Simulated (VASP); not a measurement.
# KTaO3 (Pm-3m) in VASP: further runs, part 2 of 2

VASP 6.6.1. Earlier steps stand in the parts before.

### Step 4. Band structure, PBE0

The input, POSCAR:

```
KTaO3
1.0
    3.9883000000      0.0000000000      0.0000000000
    0.0000000000      3.9883000000      0.0000000000
    0.0000000000      0.0000000000      3.9883000000
Ta K O
1 1 3
Direct
    0.0000000000      0.0000000000      0.0000000000
    0.5000000000      0.5000000000      0.5000000000
    0.0000000000      0.0000000000      0.5000000000
    0.0000000000      0.5000000000      0.0000000000
    0.5000000000      0.0000000000      0.0000000000
```

The input, INCAR.step1:

```
ALGO     = Normal         # electronic algorithm
EDIFF    = 1E-5           # SCF threshold, eV
ENCUT    = 520            # plane-wave cutoff, eV
GGA      = PE             # functional
ISIF     = 2              # what is computed and relaxed
ISMEAR   = 0              # smearing method
KPAR     = 4            
LASPH    = True           # aspherical terms in the spheres
LCHARG   = False          # write CHGCAR
LMAXMIX  = 4              # l up to which the mixer works
LREAL    = False          # projectors in reciprocal space
LWAVE    = True           # write WAVECAR
NELM     = 80             # most SCF steps
PREC     = Accurate       # precision mode
SIGMA    = 0.02           # smearing width, eV
```

The input, INCAR.step2:

```
AEXX     = 0.25           # exact-exchange fraction
ALGO     = Normal         # electronic algorithm
EDIFF    = 1E-6           # SCF threshold, eV
ENCUT    = 520            # plane-wave cutoff, eV
GGA      = PE             # functional
HFRCUT   = -1           
ISIF     = 2              # what is computed and relaxed
ISMEAR   = 0              # smearing method
ISTART   = 1            
KPAR     = 4            
LASPH    = True           # aspherical terms in the spheres
LCHARG   = False          # write CHGCAR
LHFCALC  = True           # exact exchange
LMAXMIX  = 4              # l up to which the mixer works
LREAL    = False          # projectors in reciprocal space
LWAVE    = False          # write WAVECAR
NELM     = 80             # most SCF steps
PREC     = Accurate       # precision mode
PRECFOCK = Fast         
SIGMA    = 0.02           # smearing width, eV
```

The input, KPOINTS:

```
k-points
0
Gamma
  4 4 4
```

The input, KPOINTS_OPT:

```
path GXMGRX,MR
8
line-mode
reciprocal
 0.0000000000  0.0000000000  0.0000000000  G
 0.0000000000  0.5000000000  0.0000000000  X

 0.0000000000  0.5000000000  0.0000000000  X
 0.5000000000  0.5000000000  0.0000000000  M

 0.5000000000  0.5000000000  0.0000000000  M
 0.0000000000  0.0000000000  0.0000000000  G

 0.0000000000  0.0000000000  0.0000000000  G
 0.5000000000  0.5000000000  0.5000000000  R

 0.5000000000  0.5000000000  0.5000000000  R
 0.0000000000  0.5000000000  0.0000000000  X

 0.5000000000  0.5000000000  0.0000000000  M
 0.5000000000  0.5000000000  0.5000000000  R
```

Run with:

```console
$ cat potpaw_PBE.64/Ta_pv/POTCAR potpaw_PBE.64/K_sv/POTCAR potpaw_PBE.64/O/POTCAR > POTCAR
$ cp INCAR.step1 INCAR
$ mpirun -np 4 vasp_std > vasp.out
$ cp INCAR.step2 INCAR
$ mpirun -np 4 vasp_std > vasp.out
```

Wall time 7.1 min (4 MPI ranks of Intel Xeon 6975P-C (Granite Rapids), shared host); peak memory 0.21 GiB.

Results (log left out):

```yaml
Free_energy: -52.3345 eV
Pressure: -0.1 GPa
Band_gap_on_the_k_mesh: 4.23 eV, indirect (least direct gap 4.89 eV)
Band_gap_along_the_path: 4.23 eV, indirect (least direct gap 4.89 eV)
```

Levels at the corners of the path, in eV from the valence-band top:
```csv
point,band 16,band 17,band 18,band 19,band 20,band 21,band 22,band 23
Γ,-1.13,-0.65,-0.65,-0.65,4.23,4.23,4.23,9.01
X,-2.31,-1.62,-0.90,-0.90,4.40,7.33,7.33,9.04
X,-2.31,-1.62,-0.90,-0.90,4.40,7.33,7.33,9.04
M,-1.84,-1.56,-1.56,-0.04,7.37,7.37,8.82,10.03
M,-1.84,-1.56,-1.56,-0.04,7.37,7.37,8.82,10.03
Γ,-1.13,-0.65,-0.65,-0.65,4.23,4.23,4.23,9.00
Γ,-1.13,-0.65,-0.65,-0.65,4.23,4.23,4.23,9.00
R,-4.24,0.00,0.00,0.00,8.97,8.97,8.97,11.50
R,-4.24,0.00,0.00,0.00,8.97,8.97,8.97,11.50
X,-2.31,-1.62,-0.90,-0.90,4.40,7.33,7.33,9.04
M,-1.84,-1.56,-1.56,-0.04,7.37,7.37,8.82,10.03
R,-4.24,0.00,0.00,0.00,8.97,8.97,8.97,11.50
```

Caveat: the PAW data sets were made with another functional, which shifts forces and pressure a little; spin-orbit coupling is left out, which moves the levels of the heavy elements.

### Step 5. Band structure, r2SCAN-EpsX

POSCAR is that of step 4.

INCAR.step1: that of step 4 with these lines changed.

```diff
@@ -1,3 +1,3 @@
 ALGO     = Normal         # electronic algorithm
-EDIFF    = 1E-5           # SCF threshold, eV
+EDIFF    = 1E-8           # SCF threshold, eV
 ENCUT    = 520            # plane-wave cutoff, eV
@@ -9,5 +9,6 @@
 LCHARG   = False          # write CHGCAR
+LEPSILON = True           # dielectric tensor by DFPT
 LMAXMIX  = 4              # l up to which the mixer works
 LREAL    = False          # projectors in reciprocal space
-LWAVE    = True           # write WAVECAR
+LWAVE    = False          # write WAVECAR
 NELM     = 80             # most SCF steps
```

The input, KPOINTS.step1:

```
Automatic mesh
0
G
  8 8 8
  0 0 0
```

The input, INCAR.step2:

```
ALGO     = Normal         # electronic algorithm
EDIFF    = 1E-5           # SCF threshold, eV
ENCUT    = 520            # plane-wave cutoff, eV
GGA      = PE             # functional
ISIF     = 2              # what is computed and relaxed
ISMEAR   = 0              # smearing method
KPAR     = 4            
LASPH    = True           # aspherical terms in the spheres
LCHARG   = False          # write CHGCAR
LMAXMIX  = 4              # l up to which the mixer works
LREAL    = False          # projectors in reciprocal space
LWAVE    = True           # write WAVECAR
NELM     = 80             # most SCF steps
PREC     = Accurate       # precision mode
SIGMA    = 0.02           # smearing width, eV
```

The input, KPOINTS.step2:

```
k-points
0
Gamma
  4 4 4
```

The input, INCAR.step3:

```
AEXX     = 0.1846         # exact-exchange fraction
ALGO     = Normal         # electronic algorithm
EDIFF    = 1E-6           # SCF threshold, eV
ENCUT    = 520            # plane-wave cutoff, eV
HFRCUT   = -1           
ISIF     = 2              # what is computed and relaxed
ISMEAR   = 0              # smearing method
ISTART   = 1            
KPAR     = 4            
LASPH    = True           # aspherical terms in the spheres
LCHARG   = False          # write CHGCAR
LHFCALC  = True           # exact exchange
LMAXMIX  = 4              # l up to which the mixer works
LMIXTAU  = True         
LREAL    = False          # projectors in reciprocal space
LWAVE    = False          # write WAVECAR
METAGGA  = R2SCAN         # meta-GGA
NELM     = 80             # most SCF steps
PREC     = Accurate       # precision mode
PRECFOCK = Fast         
SIGMA    = 0.02           # smearing width, eV
```

The input, KPOINTS.step3:

```
k-points
0
Gamma
  4 4 4
```

KPOINTS_OPT is that of step 4.

Run with:

```console
$ cat potpaw_PBE.64/Ta_pv/POTCAR potpaw_PBE.64/K_sv/POTCAR potpaw_PBE.64/O/POTCAR > POTCAR
$ cp INCAR.step1 INCAR
$ cp KPOINTS.step1 KPOINTS
$ mpirun -np 4 vasp_std > vasp.out
$ cp INCAR.step2 INCAR
$ cp KPOINTS.step2 KPOINTS
$ mpirun -np 4 vasp_std > vasp.out
$ cp INCAR.step3 INCAR
$ cp KPOINTS.step3 KPOINTS
$ mpirun -np 4 vasp_std > vasp.out
```

Wall time 10 min (4 MPI ranks of Intel Xeon 6975P-C (Granite Rapids), shared host); peak memory 0.44 GiB.

Results (log left out):

```yaml
Free_energy: -87.3262 eV
Pressure: -1.8 GPa
Band_gap_on_the_k_mesh: 4.03 eV, indirect (least direct gap 4.70 eV)
Band_gap_along_the_path: 4.03 eV, indirect (least direct gap 4.70 eV)
```

Levels at the corners of the path, in eV from the valence-band top:
```
point  band 16  band 17  band 18  band 19  band 20  band 21  band 22  band 23
    Γ    -1.14    -0.66    -0.66    -0.66     4.03     4.03     4.03     8.64
    X    -2.28    -1.62    -0.91    -0.91     4.20     7.05     7.05     8.67
    X    -2.28    -1.62    -0.91    -0.91     4.20     7.05     7.05     8.67
    M    -1.85    -1.55    -1.55    -0.04     7.09     7.09     8.52     9.74
    M    -1.85    -1.55    -1.55    -0.04     7.09     7.09     8.52     9.74
    Γ    -1.14    -0.66    -0.66    -0.66     4.03     4.03     4.03     8.64
    Γ    -1.14    -0.66    -0.66    -0.66     4.03     4.03     4.03     8.65
    R    -4.19     0.00     0.00     0.00     8.66     8.66     8.66    11.39
    R    -4.19     0.00     0.00     0.00     8.66     8.66     8.66    11.39
    X    -2.28    -1.62    -0.91    -0.91     4.20     7.05     7.05     8.67
    M    -1.85    -1.55    -1.55    -0.04     7.09     7.09     8.52     9.74
    R    -4.19     0.00     0.00     0.00     8.66     8.66     8.66    11.39
```

Caveat: the PAW data sets were made with another functional, which shifts forces and pressure a little; spin-orbit coupling is left out, which moves the levels of the heavy elements.

### Step 6. The reference run

An earlier run on the cell as given: functional PBEsol; potentials or basis VASP PAW PBE potentials, release 64 (Ta_pv, K_sv, O); cutoff 520 eV; k mesh 7 × 7 × 7; occupations fermi-dirac, width 0.05 eV; no spin polarisation.

* Pressure: 0.3 GPa
* Band gap on the k mesh: 2.14 eV, indirect (least direct gap 2.71 eV)

### Step 7. Summary

```tsv
task	level	k mesh	smearing	ladder	grid for exact exchange (PRECFOCK)	screening parameter	exchange at q = 0	share of exact exchange	gap on the mesh (eV)	pressure (GPa)
band structure	HSE06	4 × 4 × 4	gaussian 0.02 eV	gaps	Fast	0.2 1/A	-	-	3.51	0.0
band structure	HSE03	4 × 4 × 4	gaussian 0.02 eV	gaps	Fast	-	-	-	3.24	0.3
band structure	PBE0	4 × 4 × 4	gaussian 0.02 eV	gaps	Fast	-	truncated	-	4.23	-0.1
band structure	r2SCAN-EpsX	4 × 4 × 4	gaussian 0.02 eV	gaps	Fast	-	truncated	0.1846	4.03	-1.8
single point	PBEsol	7 × 7 × 7	fermi-dirac 0.05 eV	free	-	-	-	-	2.14	0.3
```

Alike in all rows: potentials or basis VASP PAW PBE potentials, release 64 (Ta_pv, K_sv, O); no spin polarisation; cell as given; cutoff (eV) 520.

On the cell as given the gap runs from 2.14 eV (PBEsol) to 4.23 eV (PBE0); the meshes differ, which moves gaps too. The pressure there spans -1.8 GPa (r2SCAN-EpsX) to 0.3 GPa (HSE03); a positive pressure means that this level wants a larger cell, a negative one a smaller.

Caveats: the PAW data sets were made with another functional, which shifts forces and pressure a little; spin-orbit coupling is left out, which moves the levels of the heavy elements; an odd mesh through Γ misses points on the zone boundary, where band edges often lie (some runs).

Absolute energies hang on the potentials; compare differences alone.
